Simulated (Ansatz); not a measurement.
## CuI under strain

Theory: Ansatz 0.2.0, DFT PBEsol, scalar-relativistic, plane waves, PAW. Settings: 420 eV cutoff, 8×8×4 k-mesh, Gaussian smearing of 0.02 eV, no spin polarisation.

The relaxed crystal:

```
Cu I
1.0
     4.00198    0.00000    0.00000
     0.00000    4.00198    0.00000
     0.00000    0.00000    6.48052
Cu I
2 2
Direct
  0.50000 0.50000 0.00000
  0.00000 0.00000 0.00000
  0.50000 0.00000 0.26152
  0.00000 0.50000 0.73848
```

Deformation: uniaxial strain along a, with the lengths of b and c and the atoms relaxed and the angles held, all within the symmetry that the strain leaves. Energies are extrapolated to zero smearing. Stress is positive in compression, on the Cartesian axes of the cell above. Gaps are Kohn–Sham gaps over the whole zone.

Spin-orbit coupling is left out, which matters for the bands and energies of heavy elements.

Strains computed: -6.0, -4.0, -2.0, +2.0, +4.0, +6.0 %.

Question: At which strain does the energy stand 13.9 meV/atom over the relaxed crystal with σxx = -2.83, σyy = 0.00, σzz = 0.00 GPa?

Answer: +6.0 %. The gap there is 1.43 eV against 1.52 unstrained.

This form isn't the usual stable structure of the compound.